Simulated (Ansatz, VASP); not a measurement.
# One calculation of Al, two programs

The input INCAR:

```
PREC = Accurate
ENCUT = 600
EDIFF = 1E-6
ISMEAR = -1
SIGMA = 0.05
LREAL = F
LASPH = T
NELM = 60
ALGO = Fast
ISIF = 3
LWAVE = F
LCHARG = F
GGA = RP
IVDW = 13
IBRION = 2
NSW = 40
EDIFFG = -0.01
```

KPOINTS

```
regular mesh
0
Gamma
  11 11 11
```

The input POSCAR:

```
Al
1.0
    0.0000000000      2.0248050000      2.0248050000
    2.0248050000      0.0000000000      2.0248050000
    2.0248050000      2.0248050000      0.0000000000
Al
1
Direct
    0.0000000000      0.0000000000      0.0000000000
```

Contents of input.yaml:

```yaml
crystal:
  lattice:
    - [0.0, 2.024805, 2.024805]
    - [2.024805, 0.0, 2.024805]
    - [2.024805, 2.024805, 0.0]
  atoms:
    - { symbol: Al, position: [0.0, 0.0, 0.0] }
hamiltonian:
  xc: rpbe
  pseudopotentials: { kind: paw }
  dispersion: d4
kpoints:
  mp_grid: { grid: [11, 11, 11] }
scf:
  occupations: { method: fermi_dirac, width: 0.05 }
output:
  forces: true
  stress: true
relax:
  f_tol: 0.01
  max_steps: 40
  cell: { stress_tol: 0.05 }
```

Alike in both runs: task relaxation of cell and atoms; functional RPBE; dispersion D4; k mesh 11 × 11 × 11; occupations fermi-dirac, width 0.05 eV; no spin polarisation.

```csv
,VASP,Ansatz
version,VASP 6.6.1,Ansatz 0.2.0
potentials or method,"VASP PAW PBE potentials, release 64 (Al)",Ansatz PAW
plane-wave cutoff (eV),600,420
valence electrons in the cell,3,3
```

```tsv
	VASP	Ansatz	Ansatz less VASP
relaxed volume (Å³/atom)	15.56	15.61	+0.048
relaxed cell length with the largest relative difference (Å)	2.802	2.805	+0.0029
energy change over the relaxation (meV/atom)	-18	-16	+1.4
```

Caveats: the PAW data sets were made with another functional, which shifts forces and pressure a little (VASP); pairwise dispersion overbinds metals, which lowers pressure and volume (VASP); the plane-wave basis is chosen anew once the cell has moved, so the energies of steps on either side of that aren't comparable (Ansatz); the PAW data sets come from PBE, with cores solved anew for the run's functional, which leaves a small shift of forces and pressure (Ansatz).
